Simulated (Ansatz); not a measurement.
FeO (Wuestite):

```
Fe O
1.0
     0.00000    2.15540    2.15540
     2.15540    0.00000    2.15540
     2.15540    2.15540    0.00000
Fe O
1 1
Cartesian
  0.0000 0.0000 0.0000
  2.1554 2.1554 2.1554
```

```yaml
Program: Ansatz 0.2.0
Task: relaxation of cell and atoms
Functional: revPBE
Potentials_or_basis: all-electron LAPW, scalar-relativistic
Basis_error_allowed: 0.001 eV/atom
k_mesh: 8 × 8 × 8
Occupations: fermi-dirac, width 0.05 eV
Spin: collinear spin, ferromagnetic start
Starting_moments: "[3.0, 0.0] μB"
```

At the start: volume 10.01 Å³/atom.

Task: How do energy, volume and symmetry change on relaxing?

Result: Over 4 steps the energy falls by 2.5 meV/atom and the volume is 10.23 Å³/atom (+2.1 %); space group Fm-3m (No. 225, to 0.05 Å); moment 4.00 μB per cell.

The path:
```tsv
step	energy change (eV)	largest force (eV/Å)	volume (Å³)
1	0.0000	0.0000	20.03
2	-0.0042	0.0000	20.28
3	-0.0050	0.0000	20.45
4	-0.0050	0.0000	20.45
```

Final structure:
```yaml
crystal:
  lattice:
    - [0.00000, 2.17052, 2.17052]
    - [2.17052, 0.00000, 2.17052]
    - [2.17052, 2.17052, 0.00000]
  atoms:
    - { symbol: Fe, position: [0.00000, 0.00000, 0.00000] }
    - { symbol: O, position: [0.50000, 0.50000, 0.50000] }
```

Caveat: the k mesh is thin for a metal, which can move the energy by tens of meV per atom; a cell with one magnetic atom can't hold antiferromagnetic order, which such compounds often take.
